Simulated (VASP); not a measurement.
Input of a VASP 6.6.1 run:

Contents of INCAR:

```
  ALGO = Normal
  EDIFF = 1E-7
  EDIFFG = -0.01
  ENCUT = 600
  IBRION = 2
  ISIF = 4
  ISMEAR = 1
  LASPH = True
  LCHARG = False
  LMIXTAU = True
  LREAL = False
  LWAVE = False
  METAGGA = R2SCAN
  NELM = 80
  NSW = 40
  PREC = Accurate
  SIGMA = 0.1
```

File KPOINTS:

```
k-points
0
Gamma
  15 15 9
```

File POSCAR:

```
Os                                      
1.0
    2.7562462024      0.0000000000      0.0000000000
   -1.3781231011      2.3869792303      0.0000000000
    0.0000000000      0.0000000000      4.3552252095
  Os            
     2
Direct
     0.3333333332999970    0.6666666667000030    0.2500000000000000
     0.6666666667000030    0.3333333332999970    0.7500000000000000
```

Potentials or basis: VASP PAW PBE potentials, release 64 (Os).

The run is started by

```sh
$ cat potpaw_PBE.64/Os/POTCAR > POTCAR
$ mpirun -np 1 vasp_std > vasp.out
```

(1) What does it give for the energy gained by relaxing?

(2) What does it give for the band gap on the k mesh?

## Answers

(1) 0.0 meV/atom.

(2) none (metal or under the smearing width).
